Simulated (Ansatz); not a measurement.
# 2H-MoS2 bilayer (AA) in a perpendicular field, part 3 of 5

What dipole does a perpendicular field induce in the 2H-MoS2 bilayer (AA), and does the gap follow? A positive field points along +c.

Ansatz 0.2.0; plane-wave DFT, r2SCAN-D4, Ansatz PAW (the session's first sound run).

So far, gap along the path (eV): step 3 (atoms held, field 0) 1.50; step 4 (field 0.05 V/Å) 1.46; step 5 (field -0.05 V/Å) 1.46; step 6 (field 0.1 V/Å) 1.40; step 7 (field 0.2 V/Å) 1.27.

## 8. Atoms held, field 0.3 V/Å

input.yaml

```yaml
crystal:
  lattice:
    - [3.1734562454, 0.0, 0.0]
    - [-1.5867281227, 2.7482937263, 0.0]
    - [0.0, 0.0, 27.9421952635]
  atoms:
    - { symbol: S, position: [0.3333333333, 0.6666666667, 0.322093519] }
    - { symbol: Mo, position: [0.0, 0.0, 0.3777124294] }
    - { symbol: S, position: [0.3333333333, 0.6666666667, 0.4333152419] }
    - { symbol: S, position: [0.3333333333, 0.6666666667, 0.5666847581] }
    - { symbol: Mo, position: [0.0, 0.0, 0.6222875706] }
    - { symbol: S, position: [0.3333333333, 0.6666666667, 0.677906481] }
kpoints:
  mp_grid: { grid: [18, 18, 1] }
  band_path:
    path: [[0, 0, 0], [0.5, 0, 0], [0.33333333, 0.33333333, 0], [0, 0, 0]]
    npoints: 16
hamiltonian:
  xc: r2scan
  dispersion: d4
scf:
  occupations: { method: fermi_dirac, width: 0.05 }
  convergence: { dr2_threshold: 1.0e-10 }
efield:
  axis: 3
  dipole_correction: true
  ramp_position: 0.97
  ramp_width: 0.06
  amplitude: 0.3
output:
  dos: { projected: true, e_range: [-6, 5] }
  bader: true
  write_potential: true
  write_density: true
  volumetric_format: npy
  elf: true
```

The run is started by

```bash
> ansatz run input.yaml --threads 4 --pin off --max-ram 6144MiB --backend cpu --events-out ev --progress --plain --runs-dir out
```

Numbers of over 12 decimals in the logs are rounded to 6 here.

The log of the run:

```text
[...]
Crystal: 6 atoms, lattice volume = 243.700 Å³
Basis set: ecut = 500 eV, 6155 PW (Γ), exchange–correlation on 96×96×864 points (64 copies of the dense FFT grid, shifted against one another)
Bands: 32, of which v1, the nominal top of the filled ones, is band 26 counted from 1 (25 counted from 0)
Symmetry: 6 space group operations
k-points: 37 of 324 (time reversal used)
[...]
k-point 36: bands = [... 22 lower, -1.5777, -0.9998, 0.7029, 1.2148, 2.5041, 3.0155, 4.0016, 4.5122, ... 2 higher]
--- Bader charges: 6 sites ---
  site symbol  charge [e]  shift [e]
     0      S     -0.6718     0.0009
     1     Mo      1.3167     0.0018
     2      S     -0.6477     0.0009
     3      S     -0.6693     0.0009
     4     Mo      1.3169     0.0017
     5      S     -0.6449     0.0009
  estimated error of the sums over rays = 3.8e-4 e
[key lines of the parts left out:]
SCF converged after 21 iterations
Free energy (F): -13565.001747 eV
Fermi energy:    1.956082 eV
Dipole field:    D = 0.109203 V/Å  (p = 0.147072 e·Å, saw-weighted, corrected)
```

Wall time 28 s (4 threads of Intel Xeon 6975P-C (Granite Rapids), shared host); peak memory 1.2 GiB; 1.8 min of CPU time.

The dipole is 0.147 e·Å, and the gap 1.125 eV.

## 9. Response, atoms held

This step: plane-wave DFT, r2SCAN-D4, Ansatz PAW; response to a field along the normal, atoms held (Ansatz 0.2.0).

The dipoles give the slope, and the difference of two potentials shows where the field is screened.

This step gave:

```yaml
equivalent_conductor_thickness_p_eps_0ae: 10.16 Å
distance_between_the_outer_atoms: 9.942 Å
```

The dipole of the cell by applied field:

```
applied field (V/Å)  dipole of the cell (e·Å)
             -0.050                   -0.0245
              0.000                   -1.6e-6
              0.050                    0.0245
              0.100                    0.0490
              0.200                    0.0980
              0.300                     0.147
```

Local field over the applied field, running mean. From the potentials at -0.05 and 0.05 V/Å; running mean over 2.5 Å. Table of local field over applied field by z:

```
z (Å)  local field over applied field
  4.5                           0.999
  5.0                           0.997
  5.5                           0.992
  6.0                           0.974
  6.5                           0.928
  7.0                           0.827
  7.5                           0.674
  8.0                           0.501
  8.5                           0.324
  9.0                           0.179
  9.5                          0.0931
 10.0                          0.0563
 10.5                          0.0398
 11.0                          0.0506
 11.5                          0.0774
 12.0                           0.144
 12.5                           0.263
 13.0                           0.404
 13.5                           0.512
 14.0                           0.550
 14.5                           0.503
 15.0                           0.389
 15.5                           0.247
 16.0                           0.133
 16.5                          0.0732
 17.0                          0.0484
 17.5                          0.0404
 18.0                          0.0592
 18.5                          0.0994
 19.0                           0.193
 19.5                           0.343
 20.0                           0.522
 20.5                           0.693
 21.0                           0.842
 21.5                           0.935
 22.0                           0.977
 22.5                           0.993
 23.0                           0.998
 23.5                           0.999
```

Electrons, planar mean, per unit field. The induced electron density by z:

```
z (Å)  induced electron density (e/Å³ per V/Å)
  4.5                                   3.0e-6
  5.0                                   1.0e-5
  5.5                                   3.4e-5
  6.0                                   1.1e-4
  6.5                                   3.4e-4
  7.0                                   9.8e-4
  7.5                                  0.00232
  8.0                                  0.00360
  8.5                                  0.00203
  9.0                                  0.00105
  9.5                                   4.1e-4
 10.0                                  -5.2e-4
 10.5                                  -4.8e-6
 11.0                                   4.4e-4
 11.5                                  -1.2e-4
 12.0                                  -9.7e-4
 12.5                                 -0.00139
 13.0                                 -0.00327
 13.5                                 -0.00204
 14.0                                   1.2e-4
 14.5                                  0.00228
 15.0                                  0.00324
 15.5                                  0.00114
 16.0                                  0.00101
 16.5                                  -4.5e-5
 17.0                                  -4.0e-4
 17.5                                   7.2e-5
 18.0                                   5.5e-4
 18.5                                  -6.2e-4
 19.0                                  -9.8e-4
 19.5                                 -0.00234
 20.0                                 -0.00354
 20.5                                 -0.00214
 21.0                                  -8.8e-4
 21.5                                  -3.0e-4
 22.0                                  -9.5e-5
 22.5                                  -2.9e-5
 23.0                                  -8.7e-6
 23.5                                  -2.6e-6
```

The smaller of the gaps on the path and on the k-mesh, counted as 0 under 0.03 eV. Gap against applied field:

```
applied field (V/Å)  gap (eV)
             -0.050      1.46
              0.000      1.50
              0.050      1.46
              0.100      1.40
              0.200      1.27
              0.300      1.13
```

By hand: between -0.05 and 0.05 V/Å the dipole changes by 0.04899 e·Å, a slope of 0.4899 e·Å²/V. A perfect conductor of thickness t has p = ε₀AEt, so t = 180.95 × 0.4899 / 8.722 = 10.16 Å (e/ε₀ = 180.95 V·Å, A in Å²).

The induced dipole is that of a conductor 10.16 Å thick.

## 10. Relaxing in the field, field 0.1 V/Å

This step: plane-wave DFT, r2SCAN-D4, Ansatz PAW (Ansatz 0.2.0).

Now the atoms may follow the field. A weak field makes forces of meV/Å to tens of meV/Å, so the force tolerance is set well below the usual one.

input.yaml, the sections that differ from step 8:

```yaml
kpoints:
  mp_grid: { grid: [12, 12, 1] }
efield:
  axis: 3
  dipole_correction: true
  ramp_position: 0.97
  ramp_width: 0.06
  amplitude: 0.1
relax:
  f_tol: 0.001
  max_steps: 60
output:
  write_potential: true
  write_density: true
  volumetric_format: npy
# crystal, hamiltonian, scf: as in step 8
```

The log of the run:

```text
[...]
Crystal: 6 atoms, lattice volume = 243.700 Å³
Basis set: ecut = 500 eV, 6155 PW (Γ), exchange–correlation on 96×96×864 points (64 copies of the dense FFT grid, shifted against one another)
Bands: 32, of which v1, the nominal top of the filled ones, is band 26 counted from 1 (25 counted from 0)
Symmetry: 6 space group operations
k-points: 19 of 144 (time reversal used)
[...]
SCF iter   1: F=—  HF=-13564.907904 eV  |F-HF|=—  |Δ(HF+E_count)|=         —  Δρ=6.74e-3  dr2=2.33e-1  dr2_τ=1.03e-1  ethr=1.77e-3  p=-0.000 e·Å  D=-5.35e-6 V/Å  ΔV_dip=0.00 eV  dr2_dipole=6.32e-2  V_vac-E_F(+/−)=6.37/3.82 eV  ⟨swp⟩=10.0  Hψ=3482  notcnv=0
[...]
SCF iter  13: F=-13564.982144 eV  HF=-13564.982144 eV  |F-HF|=1.38e-10  |Δ(HF+E_count)|=  1.40e-10  Δρ=7.34e-8  dr2=3.68e-11  dr2_τ=1.63e-12  ethr=1.00e-12  p=0.049 e·Å  D=3.64e-2 V/Å  ΔV_dip=-1.02 eV  dr2_dipole=1.01e-12  V_vac-E_F(+/−)=5.91/4.38 eV  ⟨swp⟩=6.9  Hψ=3703  notcnv=0
SCF 1 converged in 13 iterations: F = -13564.982144 eV  dr2 = 3.68e-11
[...]
relax step   1: F+E_penalty+E_count = -13564.98214390 eV  Δ(F+E_penalty+E_count) = +0.000e0 eV  max|allowed force component| = 7.185e-3 eV/Å  Δτ_max = 0.0000 Å  (13 SCF iters, accepted)
[...]
SCF iter  11: F=-13564.982146 eV  HF=-13564.982146 eV  |F-HF|=3.64e-11  |Δ(HF+E_count)|=  8.19e-11  Δρ=2.65e-8  dr2=1.99e-12  dr2_τ=1.12e-13  ethr=1.00e-12  p=0.049 e·Å  D=3.64e-2 V/Å  ΔV_dip=-1.02 eV  dr2_dipole=3.69e-15  V_vac-E_F(+/−)=5.91/4.38 eV  ⟨swp⟩=7.4  Hψ=3238  notcnv=0
SCF 2 converged in 11 iterations: F = -13564.982146 eV  dr2 = 1.99e-12
relax step   2: F+E_penalty+E_count = -13564.98214602 eV  Δ(F+E_penalty+E_count) = -2.123e-6 eV  max|allowed force component| = 1.789e-3 eV/Å  Δτ_max = 0.0033 Å  (11 SCF iters, accepted)
SCF iter   1: F=—  HF=-13564.981795 eV  |F-HF|=—  |Δ(HF+E_count)|=         —  Δρ=1.06e-4  dr2=1.61e-5  dr2_τ=3.37e-4  ethr=3.11e-7  p=0.049 e·Å  D=3.64e-2 V/Å  ΔV_dip=-1.02 eV  dr2_dipole=1.46e-10  V_vac-E_F(+/−)=5.91/4.38 eV  ⟨swp⟩=3.0  Hψ=1780  notcnv=0  defer=8
[...]
SCF iter   9: F=-13564.982147 eV  HF=-13564.982147 eV  |F-HF|=2.36e-11  |Δ(HF+E_count)|=  1.42e-10  Δρ=7.45e-8  dr2=5.89e-11  dr2_τ=6.24e-13  ethr=1.00e-12  p=0.049 e·Å  D=3.64e-2 V/Å  ΔV_dip=-1.02 eV  dr2_dipole=4.14e-12  V_vac-E_F(+/−)=5.91/4.38 eV  ⟨swp⟩=7.6  Hψ=3200  notcnv=0
SCF 3 converged in 9 iterations: F = -13564.982147 eV  dr2 = 5.89e-11
relax step   3: F+E_penalty+E_count = -13564.98214695 eV  Δ(F+E_penalty+E_count) = -9.284e-7 eV  max|allowed force component| = 3.964e-4 eV/Å  Δτ_max = 0.0014 Å  (9 SCF iters, accepted)
[...]
the band table was solved once a step of the walk had ended and its energy, with any forces and stress, was formed, with the checks that follow a solve (2972 applications of the Hamiltonian). They found nothing against the state; the energy, forces and stress were not computed again (output.eigenvalues in the input reference)
[...]
SCF iter   2: F=-13564.982147 eV  HF=-13564.982147 eV  |F-HF|=2.00e-11  |Δ(HF+E_count)|=  5.46e-12  Δρ=3.94e-8  dr2=1.74e-11  dr2_τ=6.76e-13  ethr=1.00e-12  p=0.049 e·Å  D=3.64e-2 V/Å  ΔV_dip=-1.02 eV  dr2_dipole=1.55e-12  V_vac-E_F(+/−)=5.91/4.38 eV  ⟨swp⟩=7.4  Hψ=3190  notcnv=0
SCF 4 converged in 2 iterations: F = -13564.982147 eV  dr2 = 1.74e-11
[...]
SCF converged after 2 iterations
Free energy (F): -13564.982147 eV
[...]
Internal energy: -13564.982147 eV  (E = F + TS)
E sigma→0 (E₀):  -13564.982147 eV
Entropy (-TS):   -0.000000 eV (-0.000 meV/atom)
Fermi energy:    1.975737 eV
Dipole field:    D = 0.036395 V/Å  (p = 0.049016 e·Å, saw-weighted, corrected)
Work function:   not extracted (applied field tilts the vacuum); planar V_es + V_field profile in the machine report
[...]
--- Forces (eV/Å), atoms counted from 1 ---
  atom   1  S      0.00000000    -0.00000000    -0.00000975
  atom   2  Mo     0.00000000     0.00000000     0.00038079
  atom   3  S      0.00000000    -0.00000000    -0.00039811
  atom   4  S      0.00000000    -0.00000000     0.00003941
  atom   5  Mo    -0.00000000    -0.00000000     0.00028524
  atom   6  S      0.00000000    -0.00000000    -0.00029935
  max |Σ_I F_I| component: 1.76e-6 eV/Å
--- Band table (eV; the first three rows and the last of 19) ---
  k-point 0: bands = [... 22 lower, -0.5644, -0.5644, 0.8501, 1.2746, 3.8712, 3.8712, 4.0422, 4.0422, ... 2 higher]
  k-point 1: bands = [... 22 lower, -0.4371, -0.1051, 0.8120, 1.1912, 3.7505, 3.8357, 3.9420, 4.0031, ... 2 higher]
  k-point 2: bands = [... 22 lower, -0.3618, 0.0113, 0.6038, 0.8732, 3.3533, 3.6109, 3.7180, 3.7612, ... 2 higher]
  k-point 18: bands = [... 22 lower, -1.4535, -1.1246, 0.8749, 1.0478, 2.6768, 2.8478, 4.1434, 4.4224, ... 2 higher]
--- Relaxed structure (3 steps of the walk, 3 accepted, 0 SCFs on fresh bases) ---
  F+E_penalty+E_count = -13564.98214695 eV   max|allowed force component| = 3.964e-4 eV/Å
  atoms:
    - { symbol: S, position: [0.333333, 0.666667, 0.322029] }
    - { symbol: Mo, position: [0, -2.8783559898885975e-17, 0.377642] }
    - { symbol: S, position: [0.333333, 0.666667, 0.433254] }
    - { symbol: S, position: [0.333333, 0.666667, 0.566751] }
    - { symbol: Mo, position: [0, -2.8783559898885975e-17, 0.622348] }
    - { symbol: S, position: [0.333333, 0.666667, 0.677975] }
```

Elapsed: 21 s, on 4 threads; peak memory 1 GiB.

Hardly anything moved in the relaxation; the energy changed by under 0.2 meV an atom.

This step gave:

- dipole along the normal: 0.04902 e·Å

The relaxation took 3 steps and lowered the energy by 3.1e-6 eV; the largest force on the free atoms ends at 4.0e-4 eV/Å.

The dipole is 0.0490 e·Å, and the gap on the mesh 1.402 eV.

## 11. Relaxing in the field, field -0.1 V/Å

The opposite sign, again from the field-free geometry; the difference of the two cancels what relaxes without a field.

Edit input.yaml of step 10 so:

```diff
@@ -25,3 +25,3 @@
   ramp_width: 0.06
-  amplitude: 0.1
+  amplitude: -0.1
 relax:
```

The log of the run:

```text
[...]
Crystal: 6 atoms, lattice volume = 243.700 Å³
Basis set: ecut = 500 eV, 6155 PW (Γ), exchange–correlation on 96×96×864 points (64 copies of the dense FFT grid, shifted against one another)
Bands: 32, of which v1, the nominal top of the filled ones, is band 26 counted from 1 (25 counted from 0)
Symmetry: 6 space group operations
k-points: 19 of 144 (time reversal used)
[...]
F+E_penalty+E_count = -13564.98214695 eV   max|allowed force component| = 3.959e-4 eV/Å
  atoms:
    - { symbol: S, position: [0.333333, 0.666667, 0.322025] }
    - { symbol: Mo, position: [0, -2.8783559898885975e-17, 0.377652] }
    - { symbol: S, position: [0.333333, 0.666667, 0.433249] }
    - { symbol: S, position: [0.333333, 0.666667, 0.566745] }
    - { symbol: Mo, position: [0, -2.8783559898885975e-17, 0.622358] }
    - { symbol: S, position: [0.333333, 0.666667, 0.677970] }
[key lines of the parts left out:]
SCF converged after 2 iterations
Free energy (F): -13564.982147 eV
Fermi energy:    1.975739 eV
Dipole field:    D = -0.036396 V/Å  (p = -0.049017 e·Å, saw-weighted, corrected)
```

The job ended after 19 s (4 threads; peak memory 1 GiB; 71 s of CPU time).

Hardly anything moved in the relaxation; the energy changed by under 0.2 meV an atom.

Numbers from this step:

```
dipole along the normal : -0.04902 e·Å
```

The relaxation took 3 steps and lowered the energy by 3.1e-6 eV; the largest force on the free atoms ends at 4.0e-4 eV/Å.

The dipole is -0.0490 e·Å, and the gap on the mesh 1.402 eV.

## 12. Response, atoms relaxed

This step: plane-wave DFT, r2SCAN-D4, Ansatz PAW; response to a field along the normal, atoms relaxed (Ansatz 0.2.0).

The same analysis on the two relaxed runs holds the ionic part too; their mesh is coarser, so small differences from the held value can come from that.

Numbers from this step:

| Quantity | Value |
| --- | --- |
| equivalent conductor thickness p/(ε₀AE) | 10.17 Å |
| distance between the outer atoms | 9.946 Å |

The dipole of the cell by applied field:

```
applied field (V/Å)  dipole of the cell (e·Å)
            -0.1000                   -0.0490
             0.1000                    0.0490
```

Local field over the applied field, running mean. From the potentials at -0.1 and 0.1 V/Å; running mean over 2.5 Å. Table of local field over applied field by z:

```
z (Å)  local field over applied field
  4.5                           0.999
  5.0                           0.997
  5.5                           0.992
  6.0                           0.974
  6.5                           0.928
  7.0                           0.829
  7.5                           0.674
  8.0                           0.495
  8.5                           0.307
  9.0                           0.166
  9.5                          0.0974
 10.0                          0.0730
 10.5                          0.0521
 11.0                          0.0664
 11.5                          0.0833
 12.0                           0.134
 12.5                           0.245
 13.0                           0.397
 13.5                           0.514
 14.0                           0.560
 14.5                           0.504
 15.0                           0.380
 15.5                           0.230
 16.0                           0.126
 16.5                          0.0801
 17.0                          0.0636
 17.5                          0.0535
 18.0                          0.0748
 18.5                           0.101
 19.0                           0.179
 19.5                           0.328
 20.0                           0.516
 20.5                           0.694
 21.0                           0.844
 21.5                           0.936
 22.0                           0.977
 22.5                           0.993
 23.0                           0.998
 23.5                           0.999
```

The induced electron density oscillates, so the rows of the table below give means over windows of 2.2 Å about each position, cut where the curve ends. Its maxima inside the range that stand out by 2 % of the span (Å: e/Å³ per V/Å): 8.0: 0.00344, 9.2: 0.00141, 10.1: 0.00228, 12.3: -8.1e-4, 14.9: 0.00301, 16.9: 0.00225, 18.4: -0.00110, 19.1: -9.8e-4. Its minima: 8.8: 9.9e-4, 9.6: 0.0011, 11.0: -0.00234, 13.1: -0.00303, 15.7: 8.0e-4, 17.9: -0.00220, 18.6: -0.00140, 19.9: -0.00342.

Electrons, planar mean, per unit field. The induced electron density by z; means over each step:

z (Å), induced electron density (e/Å³ per V/Å) and a bar from the least value:
```
     5.11    0.00003 ################
     7.31    0.00178 ##############################
     9.51    0.00136 ###########################
    11.71   -0.00146 ###
    13.91   -0.00015 ##############
    16.11    0.00155 ############################
    18.31   -0.00119 ######
    20.51   -0.00186 
    22.71   -0.00005 ###############
```

The induced dipole is that of a conductor 10.17 Å thick.

## 13. Same geometry, cutoff 420 eV, functional LDA

This step: plane-wave DFT, LDA, Ansatz PAW (Ansatz 0.2.0).

The geometry is kept and the functional is LDA; other changes against the main runs: SCF threshold 1.0e-10 → 1.0e-09 eV, cutoff 500 → 420, k-mesh 18×18×1 → 6×6×1 and no dispersion term, which doesn't act on the electrons.

Edit input.yaml of step 11 so:

```diff
@@ -13,9 +13,8 @@
 kpoints:
-  mp_grid: { grid: [12, 12, 1] }
+  mp_grid: { grid: [6, 6, 1] }
 hamiltonian:
-  xc: r2scan
-  dispersion: d4
+  xc: lda
 scf:
   occupations: { method: fermi_dirac, width: 0.05 }
-  convergence: { dr2_threshold: 1.0e-10 }
+  convergence: { dr2_threshold: 1.0e-09 }
 efield:
@@ -25,6 +24,3 @@
   ramp_width: 0.06
-  amplitude: -0.1
-relax:
-  f_tol: 0.001
-  max_steps: 60
+  amplitude: 0.1
 output:
```

The log of the run:

```text
[...]
Crystal: 6 atoms, lattice volume = 243.700 Å³
Basis set: ecut = 420 eV, 4773 PW (Γ)
Bands: 32, of which v1, the nominal top of the filled ones, is band 26 counted from 1 (25 counted from 0)
Symmetry: 6 space group operations
k-points: 7 of 36 (time reversal used)
[...]
SCF iter   1: F=—  HF=-13172.541703 eV  |F-HF|=—  |Δ(HF+E_count)|=         —  Δρ=5.83e-2  dr2=1.24e1  ethr=3.10e-3  p=0.059 e·Å  D=4.36e-2 V/Å  ΔV_dip=-1.22 eV  dr2_dipole=6.92e-4  V_vac-E_F(+/−)=6.09/4.75 eV  ⟨swp⟩=9.7  Hψ=1222  notcnv=0
[...]
SCF iter  14: F=-13169.527844 eV  HF=-13169.527844 eV  |F-HF|=2.18e-11  |Δ(HF+E_count)|=  1.93e-10  Δρ=1.32e-7  dr2=1.15e-10  ethr=1.92e-12  p=0.050 e·Å  D=3.70e-2 V/Å  ΔV_dip=-1.03 eV  dr2_dipole=1.56e-11  V_vac-E_F(+/−)=6.01/4.49 eV  ⟨swp⟩=5.6  Hψ=572  notcnv=0
SCF 1 converged in 14 iterations: F = -13169.527844 eV  dr2 = 1.15e-10
[...]
SCF converged after 14 iterations
Free energy (F): -13169.527844 eV
[...]
Internal energy: -13169.527843 eV  (E = F + TS)
E sigma→0 (E₀):  -13169.527844 eV
Entropy (-TS):   -0.000000 eV (-0.000 meV/atom)
Fermi energy:    1.838592 eV
Dipole field:    D = 0.037022 V/Å  (p = 0.049860 e·Å, saw-weighted, corrected)
Work function:   not extracted (applied field tilts the vacuum); planar V_es + V_field profile in the machine report
[...]
--- Band table (eV; the first three rows and the last of 7) ---
  k-point 0: bands = [... 22 lower, -0.5076, -0.5076, 0.7628, 1.2021, 3.6420, 3.6420, 3.8020, 3.8020, ... 2 higher]
  k-point 1: bands = [... 22 lower, -0.3125, 0.0639, 0.5494, 0.8172, 3.1058, 3.3450, 3.4771, 3.5267, ... 2 higher]
  k-point 2: bands = [... 22 lower, -0.4788, -0.3491, -0.1282, 0.0557, 3.0927, 3.1221, 3.2534, 3.4213, ... 2 higher]
  k-point 6: bands = [... 22 lower, -1.3206, -1.0007, 0.8199, 0.9817, 2.5129, 2.6721, 3.8327, 4.1137, ... 2 higher]
```

The job ended after 1.5 s (4 threads; peak memory 0.48 GiB).

This step gave:

```
dipole along the normal : 0.04986 e·Å
```

The dipole is 0.0499 e·Å.

(Continued in part 4 of 5.)

[Logs are printed without paths, hosts, clocks, repeated set-up lines and the standing remarks that a program may print on its own settings, such as how far it seeks lower states.]

[Hosts, paths, dates, database ids (printed as entryN), source tags and the programs' standing remarks are cut or masked in the printed files.]

[Maps of the electrostatic potential energy from Ansatz leave out the sawtooth potential of an applied field or a dipole correction, so their vacuum need not be flat; planar profiles and work functions include it.]
